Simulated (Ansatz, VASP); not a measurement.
# One calculation of SiC, two programs

```xyz
8
Lattice="3.0776 0.0000 0.0000 -1.5388 2.6652 0.0000 0.0000 0.0000 10.0767" Properties=species:S:1:pos:R:3 pbc="T T T"
Si    0.0000    0.0000   -0.0014
Si    0.0000    1.7768    2.5183
Si    0.0000    0.0000    5.0369
Si    1.5388    0.8884    7.5566
C     0.0000    0.0000    1.8872
C     0.0000    1.7768    4.4131
C     0.0000    0.0000    6.9256
C     1.5388    0.8884    9.4514
```

Alike in both runs: task single point; functional LDA; k mesh 12 × 12 × 4; no spin polarisation.

|  | VASP | Ansatz |
| --- | --- | --- |
| version | VASP 6.6.1 | Ansatz 0.2.0 |
| potentials or method | VASP PAW LDA potentials, release 64 (Si, C) | plane waves, PAW |
| plane-wave cutoff (eV) | 520 | 420 |
| occupations | gaussian, width 0.01 eV | fixed |
| valence electrons in the cell | 32 | 32 |

|  | VASP | Ansatz | Ansatz less VASP |
| --- | --- | --- | --- |
| gap on the k mesh at the Fermi level (eV) | 2.17 | 2.18 | +0.010 |
| pressure (GPa) | -3.8 | -4.2 | -0.39 |

A k mesh can miss the band edges. As with any semilocal functional, this LDA gap is likely too small.
